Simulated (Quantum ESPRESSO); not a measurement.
# LiCl (Fm-3m) in Quantum ESPRESSO: further runs, part 2 of 2

Quantum ESPRESSO 7.5. The steps go on from the part before.

### Step 3. Dielectric tensor, PBEsol

pw.in reads:

```
&CONTROL
  calculation = 'scf'
  prefix = 'pwscf'
  outdir = './tmp'
  pseudo_dir = './pseudo'
  tprnfor = .true.
  tstress = .true.
  disk_io = 'low'
/
&SYSTEM
  ibrav = 0
  nat = 2
  ntyp = 2
  ecutwfc = 74
  nbnd = 10
  occupations = 'smearing'
  smearing = 'fd'
  degauss = 0.00367493
/
&ELECTRONS
  conv_thr = 4d-10
  electron_maxstep = 120
  mixing_beta = 0.5
/
ATOMIC_SPECIES
Cl    35.4500 Cl.upf
Li     6.9400 Li.upf
CELL_PARAMETERS bohr
   0.0000000000    4.8467128727    4.8467128727
   4.8467128727    0.0000000000    4.8467128727
   4.8467128727    4.8467128727    0.0000000000
ATOMIC_POSITIONS bohr
Cl     4.8467128727    4.8467128727    4.8467128727
Li     0.0000000000    0.0000000000    0.0000000000
K_POINTS automatic
6 6 6 1 1 1
```

scf2.in reads:

```
&CONTROL
  calculation = 'scf'
  prefix = 'pwscf'
  outdir = './tmp'
  pseudo_dir = './pseudo'
  tprnfor = .true.
  tstress = .true.
  disk_io = 'low'
/
&SYSTEM
  ibrav = 0
  nat = 2
  ntyp = 2
  ecutwfc = 74
  nbnd = 10
  occupations = 'fixed'
/
&ELECTRONS
  conv_thr = 1d-13
  electron_maxstep = 120
  mixing_beta = 0.5
  startingpot = 'file'
  startingwfc = 'file'
/
ATOMIC_SPECIES
Cl    35.4500 Cl.upf
Li     6.9400 Li.upf
CELL_PARAMETERS bohr
   0.0000000000    4.8467128727    4.8467128727
   4.8467128727    0.0000000000    4.8467128727
   4.8467128727    4.8467128727    0.0000000000
ATOMIC_POSITIONS bohr
Cl     4.8467128727    4.8467128727    4.8467128727
Li     0.0000000000    0.0000000000    0.0000000000
K_POINTS automatic
6 6 6 1 1 1
```

ph.in reads:

```
dielectric of LiCl
&INPUTPH
  prefix = 'pwscf'
  outdir = './tmp'
  tr2_ph = 1d-18
  fildyn = 'dyn'
  niter_ph = 90
  alpha_mix(1) = 0.7
  epsil = .true.
  trans = .false.
  zeu = .true.
/
0.0000000000 0.0000000000 0.0000000000
```

Potentials or basis: PseudoDojo 0.4.1 SR PBEsol standard.

Command:

```sh
> OMP_NUM_THREADS=1 pw.x -in pw.in > pw.out
> OMP_NUM_THREADS=1 pw.x -in scf2.in > scf2.out
> OMP_NUM_THREADS=1 ph.x -in ph.in > ph.out
```

pw.out:

```text
This program is part of the open-source Quantum ESPRESSO suite
     for quantum simulation of materials; please cite
[... 9 lines left out ...]
     --------------------
     sticks:   dense  smooth     PW     G-vecs:    dense   smooth      PW
     Sum         955     955    295                19603    19603    3287

     Using Slab Decomposition

     bravais-lattice index     =            0
     lattice parameter (alat)  =       6.8543  a.u.
     unit-cell volume          =     227.7046 (a.u.)^3
     number of atoms/cell      =            2
     number of atomic types    =            2
     number of electrons       =        10.00
     number of Kohn-Sham states=           10
     kinetic-energy cutoff     =      74.0000  Ry
     charge density cutoff     =     296.0000  Ry
     scf convergence threshold =      4.0E-10
     mixing beta               =       0.5000
     number of iterations used =            8  plain     mixing
     Exchange-correlation= PBESOL
                           (   1   4  10   8   0   0   0)

     celldm(1)=   6.854287  celldm(2)=   0.000000  celldm(3)=   0.000000
     celldm(4)=   0.000000  celldm(5)=   0.000000  celldm(6)=   0.000000

     crystal axes: (cart. coord. in units of alat)
               a(1) = (   0.000000   0.707107   0.707107 )
               a(2) = (   0.707107   0.000000   0.707107 )
               a(3) = (   0.707107   0.707107   0.000000 )

     reciprocal axes: (cart. coord. in units 2 pi/alat)
               b(1) = ( -0.707107  0.707107  0.707107 )
               b(2) = (  0.707107 -0.707107  0.707107 )
               b(3) = (  0.707107  0.707107 -0.707107 )

     PseudoPot. # 1 for Cl read from file:
     Cl.upf
     Pseudo is Norm-conserving + core correction, Zval =  7.0
     Generated using ONCVPSP code by D. R. Hamann
     Using radial grid of 1028 points,  6 beta functions with:
                l(1) =   0
                l(2) =   0
                l(3) =   1
                l(4) =   1
                l(5) =   2
                l(6) =   2

     PseudoPot. # 2 for Li read from file:
     Li.upf
     Pseudo is Norm-conserving, Zval =  3.0
     Generated using ONCVPSP code by D. R. Hamann
     Using radial grid of 1944 points,  4 beta functions with:
                l(1) =   0
                l(2) =   0
                l(3) =   1
                l(4) =   1

     atomic species   valence    mass     pseudopotential
     Cl                7.00    35.45000     Cl( 1.00)
     Li                3.00     6.94000     Li( 1.00)

     48 Sym. Ops., with inversion, found

   Cartesian axes

     site n.     atom                  positions (alat units)
         1        Cl     tau(   1) = (   0.7071068   0.7071068   0.7071068  )
         2        Li     tau(   2) = (   0.0000000   0.0000000   0.0000000  )

     number of k points=    28  Fermi-Dirac smearing, width (Ry)=  0.0037
                       cart. coord. in units 2pi/alat
        k(    1) = (   0.0589256   0.0589256   0.0589256), wk =   0.0185185
        k(    2) = (   0.1767767   0.1767767  -0.0589256), wk =   0.0555556
        k(    3) = (   0.2946278   0.2946278  -0.1767767), wk =   0.0555556
        k(    4) = (  -0.2946278  -0.2946278   0.4124790), wk =   0.0555556
        k(    5) = (  -0.1767767  -0.1767767   0.2946278), wk =   0.0555556
        k(    6) = (  -0.0589256  -0.0589256   0.1767767), wk =   0.0555556
[... 20 lines left out ...]
        k(   27) = (   0.2946278   0.2946278   0.2946278), wk =   0.0185185
        k(   28) = (  -0.2946278  -0.2946278   0.8838835), wk =   0.0555556

     Dense  grid:    19603 G-vectors     FFT dimensions: (  40,  40,  40)

     Initial potential from superposition of free atoms

     starting charge       9.9952, renormalised to      10.0000
     Starting wfcs are    6 randomized atomic wfcs +    4 random wfcs

     Self-consistent Calculation

     iteration #  1     ecut=    74.00 Ry     beta= 0.50
     Davidson diagonalization with overlap
     ethr =  1.00E-02,  avg # of iterations =  6.5

     Threshold (ethr) on eigenvalues was too large:
     Diagonalizing with lowered threshold

     Davidson diagonalization with overlap
     ethr =  1.63E-04,  avg # of iterations =  3.3

     total energy              =     -47.29297243 Ry
     estimated scf accuracy    <       0.01579452 Ry

     iteration #  2     ecut=    74.00 Ry     beta= 0.50
     Davidson diagonalization with overlap
     ethr =  1.58E-04,  avg # of iterations =  1.9
[... 36 lines left out ...]
     total energy              =     -47.29567464 Ry
     estimated scf accuracy    <          5.9E-10 Ry

     iteration #  8     ecut=    74.00 Ry     beta= 0.50
     Davidson diagonalization with overlap
     ethr =  5.88E-12,  avg # of iterations =  2.0

     End of self-consistent calculation

          k = 0.0589 0.0589 0.0589 (  2442 PWs)   bands (ev):

   -41.2072 -11.7392   1.3582   1.5967   1.5967   7.9804  12.8426  13.3086
    13.3087  14.7536

          k = 0.1768 0.1768-0.0589 (  2464 PWs)   bands (ev):

   -41.2063 -11.5707   0.4505   1.2823   1.5907   8.7645  11.9517  12.5071
    12.6933  14.1044
[... 63 lines left out ...]
   -41.2044 -11.1777  -0.9876   0.7910   1.2387   9.0283  10.8729  11.5943
    13.3381  16.5407

          k =-0.6482 0.0589 0.0589 (  2450 PWs)   bands (ev):

   -41.2036 -10.9628  -1.2464   0.4056   0.5441   9.4261   9.8820  13.5637
    14.9883  15.5246

          k =-0.5303 0.1768-0.0589 (  2441 PWs)   bands (ev):

   -41.2040 -11.0723  -0.8641   0.3089   0.7607   9.9125  10.7347  11.8113
    13.6698  15.5150

          k =-0.4125 0.0589 0.0589 (  2452 PWs)   bands (ev):

   -41.2049 -11.2809  -0.3492   0.8472   0.8985  10.0656  10.6681  11.2710
    13.8530  14.4962

          k = 0.1768 0.1768 0.1768 (  2451 PWs)   bands (ev):
[... 41 lines left out ...]
   -41.2046 -11.2383  -1.0967   1.3704   1.3704   8.2529  11.0788  11.0788
    14.0230  17.5444

          k =-0.2946-0.2946 0.8839 (  2444 PWs)   bands (ev):

   -41.2042 -11.1254  -1.0638   0.5786   1.2064   9.0994  10.9611  11.5056
    13.5787  17.4555

     the Fermi energy is     3.1065 ev

!    total energy              =     -47.29567464 Ry
     estimated scf accuracy    <          7.6E-12 Ry
     smearing contrib. (-TS)   =      -0.00000000 Ry
     internal energy E=F+TS    =     -47.29567464 Ry

     The total energy is F=E-TS. E is the sum of the following terms:
     one-electron contribution =     -10.45833171 Ry
     hartree contribution      =       7.54356874 Ry
     xc contribution           =     -12.22604819 Ry
     ewald contribution        =     -32.15486348 Ry

     convergence has been achieved in   8 iterations

     Forces acting on atoms (cartesian axes, Ry/au):

     atom    1 type  1   force =    -0.00000000   -0.00000000   -0.00000000
     atom    2 type  2   force =    -0.00000000    0.00000000    0.00000000

     Total force =     0.000000     Total SCF correction =     0.000000

     Computing stress (Cartesian axis) and pressure

          total   stress  (Ry/bohr**3)                   (kbar)     P=      -12.73
  -0.00008653  -0.00000000   0.00000000          -12.73       -0.00        0.00
   0.00000000  -0.00008653  -0.00000000            0.00      -12.73       -0.00
   0.00000000   0.00000000  -0.00008653            0.00        0.00      -12.73

=------------------------------------------------------------------------------=
   JOB DONE.
=------------------------------------------------------------------------------=
```

Wall time 80 s (1 thread of Intel Xeon Platinum 8375C at 2.90GHz (Ice Lake), shared host); peak memory 0.07 GiB.

Results:

- Free energy: -643.4904 eV
- Pressure: -1.3 GPa
- Electronic dielectric tensor (diagonal): 3.02
- Born charges (mean of the diagonal): Cl -1.18; Li +1.18 e

Levels at points of the mesh, in eV from the valence-band top:
```
           k point  band 2  band 3  band 4  band 5  band 6  band 7  band 8  band 9
(0.08, 0.08, 0.08)  -13.34   -0.24    0.00    0.00    6.38   11.25   11.71   11.71
```

Electronic dielectric tensor:
```
3.02 0.00 0.00
0.00 3.02 0.00
0.00 0.00 3.02
```

Born effective charge tensors (e):
atom 1, Cl
```
-1.18  0.00  0.00
 0.00 -1.18  0.00
 0.00  0.00 -1.18
```
atom 2, Li
```
1.18 0.00 0.00
0.00 1.18 0.00
0.00 0.00 1.18
```

### Step 4. Against experiment

Step 2. A measured high-frequency dielectric constant of LiCl is 2.75 (a printed reference work, monograph); the calculated 2.96 misses it by +7.8 %.

Step 3. A measured high-frequency dielectric constant of LiCl is 2.75 (a printed reference work, monograph); the calculated 3.02 misses it by +9.8 %.
